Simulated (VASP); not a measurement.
Computed with G0W0 on PBE orbitals, VASP's PBE PAW potentials (set 64) (plane waves; VASP 6.6.1).

VASP input:

KPOINTS:
```
Automatic mesh
0
Gamma
  4 4 4
0 0 0
```

**POSCAR**
```
ZnTe
1
    0.0000000000     3.0500000000     3.0500000000
    3.0500000000     0.0000000000     3.0500000000
    3.0500000000     3.0500000000     0.0000000000
Zn Te
1 1
Direct
  0.0000000000   0.0000000000   0.0000000000
  0.2500000000   0.2500000000   0.2500000000
```

**INCAR**
```
LCHARG = .FALSE.
ISMEAR = 0   ! Gaussian
ENCUT = 500   ! plane-wave cut-off (eV)
NBANDSGW = 21
LASPH = .TRUE.   ! aspherical one-centre terms
LWAVE = .FALSE.
SYSTEM = ZnTe
NELMGW = 1
ENCUTGW = 200
PREC = Normal
GGA = PE   ! PBE
SIGMA = 0.01
ALGO = EVGW0
LREAL = .FALSE.
LSPECTRALGW = .TRUE.
NBANDS = 160
NOMEGA = 64
```

POTCAR, in this order: Zn_sv_GW Te_GW (PBE.64 set). Program: vasp_std. Read from the step before: WAVECAR, WAVEDER.

What VASP printed:

**OUTCAR**
```
 ion  position               nearest neighbor table
   1  0.000  0.000  0.000-   2 2.64   2 2.64   2 2.64   2 2.64
   2  0.250  0.250  0.250-   1 2.64   1 2.64   1 2.64   1 2.64
  LATTYP: Found a face centered cubic cell.
 ALAT       =     6.1000000000
 Subroutine PRICEL returns:
 Original cell was already a primitive cell.
 Subroutine GETGRP returns: Found 24 space group operations
The static configuration has the point symmetry T_d .
The dynamic configuration has the point symmetry T_d .
 Subroutine INISYM returns: Found 24 space group operations
 Subroutine IBZKPT returns following result:
 Found      8 irreducible k-points:

 Following reciprocal coordinates:
            Coordinates               Weight
  0.000000  0.000000  0.000000      1.000000
  0.250000  0.000000  0.000000      8.000000
  0.500000  0.000000  0.000000      4.000000
  0.250000  0.250000  0.000000      6.000000
  0.500000  0.250000  0.000000     24.000000
 -0.250000  0.250000  0.000000     12.000000
  0.500000  0.500000  0.000000      3.000000
 -0.250000  0.500000  0.250000      6.000000
 Subroutine IBZKPT_HF returns following result:
...
```

**OSZICAR**
```
energies w=
    0.000    0.000    1.338    0.000    2.673    0.000    4.003    0.000
    5.324    0.000    6.635    0.000    7.934    0.000    9.219    0.000
   10.488    0.000   11.742    0.000   12.979    0.000   14.200    0.000
   15.404    0.000   16.593    0.000   17.766    0.000   18.926    0.000
   20.074    0.000   21.211    0.000   22.338    0.000   23.457    0.000
   24.571    0.000   25.682    0.000   26.791    0.000   27.900    0.000
   29.013    0.000   30.132    0.000   31.259    0.000   32.398    0.000
   33.550    0.000   34.721    0.000   35.912    0.000   37.128    0.000
   38.372    0.000   39.650    0.000   40.966    0.000   42.325    0.000
   43.734    0.000   45.199    0.000   46.728    0.000   48.329    0.000
   50.012    0.000   51.788    0.000   53.670    0.000   55.673    0.000
   57.814    0.000   60.114    0.000   62.596    0.000   65.289    0.000
   68.228    0.000   71.454    0.000   75.019    0.000   78.986    0.000
   83.433    0.000   88.463    0.000   94.202    0.000  100.820    0.000
  108.542    0.000  117.674    0.000  128.642    0.000  142.063    0.000
  158.857    0.000  180.465    0.000  209.274    0.000  249.546    0.000
NQ=   1    0.0000    0.0000    0.0000,
 performed        298000 updates of chi_q(r,r)
NQ=   2    0.2500    0.0000    0.0000,
 performed        784000 updates of chi_q(r,r)
NQ=   3    0.5000    0.0000    0.0000,
 performed       1216000 updates of chi_q(r,r)
NQ=   4    0.2500    0.2500    0.0000,
 performed       1702000 updates of chi_q(r,r)
NQ=   5    0.5000    0.2500    0.0000,
 performed       2336000 updates of chi_q(r,r)
NQ=   6   -0.2500    0.2500    0.0000,
 performed       2916000 updates of chi_q(r,r)
NQ=   7    0.5000    0.5000    0.0000,
 performed       3308000 updates of chi_q(r,r)
NQ=   8   -0.2500    0.5000    0.2500,
 performed       3781000 updates of chi_q(r,r)
 resolving degeneracies of screened two electron integrals
```

OUTCAR:
```


 k-point   1 :       0.0000    0.0000    0.0000
  band No.  KS-energies  QP-energies   sigma(KS)   V_xc(KS)     V^pw_x(r,r')   Z            occupation Imag(sigma)

      1    -121.7276    -132.2087     -54.1699     -38.6750     -68.8801       0.6764       2.0000       2.5591
      2     -75.9136     -82.7858     -47.6787     -37.6077     -61.3187       0.6824       2.0000       2.8690
      3     -75.9136     -82.7858     -47.6787     -37.6077     -61.3187       0.6824       2.0000       2.8690
      4     -75.9136     -82.7858     -47.6787     -37.6077     -61.3187       0.6824       2.0000       2.8690
      5      -7.7751      -8.9452     -12.5936     -11.0304     -17.5706       0.7485       2.0000       1.8214
      6      -2.9137      -4.6110     -32.4858     -30.0495     -41.3631       0.6967       2.0000       1.0559
      7      -2.9137      -4.6110     -32.4858     -30.0495     -41.3631       0.6967       2.0000       1.0559
      8      -2.9137      -4.6110     -32.4858     -30.0495     -41.3631       0.6967       2.0000       1.0559
      9      -2.6828      -4.4169     -33.6851     -31.2152     -42.7635       0.7021       2.0000       1.0202
     10      -2.6828      -4.4169     -33.6851     -31.2152     -42.7635       0.7021       2.0000       1.0202
     11       4.0147       3.2599     -13.8349     -12.8792     -15.1955       0.7897       2.0000       0.3413
     12       4.0147       3.2599     -13.8349     -12.8792     -15.1955       0.7897       2.0000       0.3413
     13       4.0147       3.2599     -13.8349     -12.8792     -15.1955       0.7897       2.0000       0.3413
     14       5.2491       5.8624     -10.3743     -11.1396      -6.7462       0.8013       0.0000      -0.3782
     15       8.3949       8.8011      -9.3750      -9.8837      -5.5281       0.7985       0.0000      -0.4911
     16       8.3949       8.8011      -9.3750      -9.8837      -5.5281       0.7985       0.0000      -0.4911
     17       8.3949       8.8011      -9.3750      -9.8837      -5.5281       0.7985       0.0000      -0.4911
     18      11.3121      11.6808      -7.6251      -8.0828      -3.0193       0.8056       0.0000      -0.7141
     19      13.7039      14.2220      -9.4749     -10.1215      -5.0767       0.8012       0.0000      -0.7436
     20      13.7039      14.2220      -9.4749     -10.1215      -5.0767       0.8012       0.0000      -0.7436
     21      14.6025      14.9072      -7.1776      -7.5536      -2.3766       0.8107       0.0000      -0.9281

 k-point   2 :       0.2500    0.0000    0.0000
  band No.  KS-energies  QP-energies   sigma(KS)   V_xc(KS)     V^pw_x(r,r')   Z            occupation Imag(sigma)

      1    -121.7276    -132.1787     -54.1699     -38.6750     -68.8801       0.6745       2.0000       2.5593
      2     -75.9135     -82.8155     -47.6785     -37.6078     -61.3185       0.6854       2.0000       2.8688
      3     -75.9135     -82.8155     -47.6785     -37.6078     -61.3185       0.6854       2.0000       2.8688
      4     -75.9135     -82.8155     -47.6785     -37.6078     -61.3185       0.6854       2.0000       2.8688
      5      -7.3853      -8.5254     -12.8395     -11.3185     -17.7167       0.7495       2.0000       1.7401
      6      -2.8823      -4.5846     -32.6393     -30.1999     -41.5424       0.6978       2.0000       1.0527
      7      -2.8823      -4.5846     -32.6393     -30.1999     -41.5424       0.6978       2.0000       1.0527
      8      -2.8495      -4.5378     -31.8617     -29.4551     -40.5480       0.7015       2.0000       1.0506
      9      -2.6840      -4.4159     -33.6752     -31.2064     -42.7558       0.7015       2.0000       1.0218
     10      -2.6840      -4.4159     -33.6752     -31.2064     -42.7558       0.7015       2.0000       1.0218
     11       0.8953       0.0105     -13.5210     -12.3859     -15.6207       0.7794       2.0000       0.5435
     12       3.5042       2.7187     -13.3781     -12.3808     -14.7801       0.7875       2.0000       0.3643
     13       3.5042       2.7187     -13.3781     -12.3808     -14.7801       0.7875       2.0000       0.3643
     14       6.1163       6.6143     -10.0483     -10.6721      -6.4356       0.7983       0.0000      -0.4029
     15       9.0489       9.4791      -9.4702     -10.0101      -5.5075       0.7969       0.0000      -0.5311
     16       9.0489       9.4791      -9.4702     -10.0101      -5.5075       0.7969       0.0000      -0.5311
     17       9.9131      10.3469      -9.3884      -9.9310      -5.2471       0.7995       0.0000      -0.5883
     18      12.4814      12.7593      -7.0911      -7.4350      -2.5110       0.8081       0.0000      -0.7585
     19      12.6827      13.0789      -8.6969      -9.1899      -4.3875       0.8036       0.0000      -0.7055
     20      12.6827      13.0789      -8.6969      -9.1899      -4.3875       0.8036       0.0000      -0.7055
     21      15.1468      15.6735      -8.2918      -8.9457      -3.3345       0.8055       0.0000      -0.9527

 k-point   3 :       0.5000    0.0000    0.0000
  band No.  KS-energies  QP-energies   sigma(KS)   V_xc(KS)     V^pw_x(r,r')   Z            occupation Imag(sigma)

      1    -121.7276    -132.1580     -54.1701     -38.6750     -68.8803       0.6731       2.0000       2.5595
      2     -75.9137     -82.7558     -47.6781     -37.6077     -61.3181       0.6794       2.0000       2.8686
      3     -75.9137     -82.7558     -47.6781     -37.6077     -61.3181       0.6794       2.0000       2.8686
      4     -75.9137     -82.7558     -47.6781     -37.6077     -61.3181       0.6794       2.0000       2.8686
      5      -6.9019      -8.0010     -13.3715     -11.9038     -18.1708       0.7488       2.0000       1.6305
      6      -2.8587      -4.5623     -32.7462     -30.3042     -41.6651       0.6976       2.0000       1.0492
      7      -2.8587      -4.5623     -32.7462     -30.3042     -41.6651       0.6976       2.0000       1.0492
      8      -2.6765      -4.4100     -33.7338     -31.2653     -42.8320       0.7022       2.0000       1.0240
      9      -2.6765      -4.4100     -33.7338     -31.2653     -42.8320       0.7022       2.0000       1.0240
     10      -2.5331      -4.2375     -33.1383     -30.7221     -42.0492       0.7054       2.0000       1.0313
     11      -1.1667      -2.2327     -11.5794     -10.2083     -14.0616       0.7774       2.0000       0.7931
     12       3.1132       2.2933     -13.0839     -12.0428     -14.5582       0.7875       2.0000       0.3901
     13       3.1132       2.2933     -13.0839     -12.0428     -14.5582       0.7875       2.0000       0.3901
     14       5.7752       6.2317     -10.0298     -10.5990      -6.5286       0.8019       0.0000      -0.3877
     15       9.0593       9.4388      -9.2128      -9.6878      -5.3273       0.7988       0.0000      -0.5269
     16       9.0593       9.4388      -9.2128      -9.6878      -5.3273       0.7988       0.0000      -0.5269
     17      11.5364      11.7072      -7.0304      -7.2420      -2.6291       0.8071       0.0000      -0.7072
     18      13.5984      14.1216      -8.7216      -9.3726      -3.8268       0.8036       0.0000      -0.8947
     19      15.0227      15.6311      -8.7165      -9.4745      -3.7433       0.8026       0.0000      -0.9384
     20      15.0227      15.6311      -8.7165      -9.4745      -3.7433       0.8026       0.0000      -0.9384
     21      16.0483      16.8885      -9.4926     -10.5333      -4.2542       0.8073       0.0000      -1.0941

 k-point   4 :       0.2500    0.2500    0.0000
  band No.  KS-energies  QP-energies   sigma(KS)   V_xc(KS)     V^pw_x(r,r')   Z            occupation Imag(sigma)

      1    -121.7276    -132.2041     -54.1699     -38.6750     -68.8801       0.6761       2.0000       2.5594
      2     -75.9134     -82.8379     -47.6784     -37.6078     -61.3184       0.6876       2.0000       2.8687
      3     -75.9134     -82.8379     -47.6784     -37.6078     -61.3184       0.6876       2.0000       2.8687
      4     -75.9134     -82.8379     -47.6784     -37.6078     -61.3184       0.6876       2.0000       2.8687
      5      -7.2518      -8.3814     -12.9355     -11.4283     -17.7813       0.7495       2.0000       1.7126
      6      -2.8908      -4.5676     -31.4494     -29.0554     -40.0410       0.7004       2.0000       1.0527
      7      -2.8457      -4.5585     -32.8262     -30.3827     -41.7636       0.7010       2.0000       1.0501
      8      -2.8457      -4.5585     -32.8262     -30.3827     -41.7636       0.7010       2.0000       1.0501
      9      -2.6926      -4.4156     -33.4833     -31.0214     -42.5217       0.6999       2.0000       1.0243
     10      -2.6709      -4.4122     -33.7429     -31.2736     -42.8363       0.7052       2.0000       1.0208
     11       1.0039       0.1723     -14.2463     -13.1776     -16.3620       0.7781       2.0000       0.5282
     12       2.7090       1.8661     -12.7719     -11.7000     -14.2984       0.7864       2.0000       0.4091
     13       2.7090       1.8661     -12.7719     -11.7000     -14.2984       0.7864       2.0000       0.4091
     14       6.6653       7.0259      -9.7003     -10.1510      -6.1612       0.8002       0.0000      -0.4207
     15       7.6471       8.0043      -9.1436      -9.5889      -5.4232       0.8022       0.0000      -0.4645
     16      10.6890      11.2188      -9.8965     -10.5627      -5.5748       0.7952       0.0000      -0.6455
     17      10.6890      11.2188      -9.8965     -10.5627      -5.5748       0.7952       0.0000      -0.6455
     18      11.2132      11.5884      -8.6677      -9.1338      -4.5087       0.8050       0.0000      -0.6308
     19      14.4841      15.0398      -9.2429      -9.9361      -4.6499       0.8017       0.0000      -0.8128
     20      14.7373      15.2993      -8.4569      -9.1558      -3.4469       0.8042       0.0000      -0.9440
     21      16.4294      16.8660      -7.2876      -7.8249      -2.3970       0.8128       0.0000      -0.9998

 k-point   5 :       0.5000    0.2500    0.0000
  band No.  KS-energies  QP-energies   sigma(KS)   V_xc(KS)     V^pw_x(r,r')   Z            occupation Imag(sigma)

      1    -121.7277    -132.0698     -54.1701     -38.6750     -68.8803       0.6674       2.0000       2.5596
      2     -75.9137     -82.7454     -47.6779     -37.6077     -61.3180       0.6784       2.0000       2.8686
      3     -75.9137     -82.7454     -47.6779     -37.6077     -61.3180       0.6784       2.0000       2.8686
      4     -75.9137     -82.7454     -47.6779     -37.6077     -61.3180       0.6784       2.0000       2.8686
      5      -6.7587      -7.8505     -13.5327     -12.0771     -18.3158       0.7501       2.0000       1.6014
...
```
(Selected blocks of OUTCAR.)

The mesh is coarse and the basis finite, so the quasiparticle values are not converged. VASP warned that its frequency grid is unfit for quasiparticle energies.

The compound is ZnTe in the zinc blende structure. The cell was not relaxed at this level. The k-mesh is coarse (spacing up to 0.45 per Å, 2π included), so the numbers may not be converged in it.
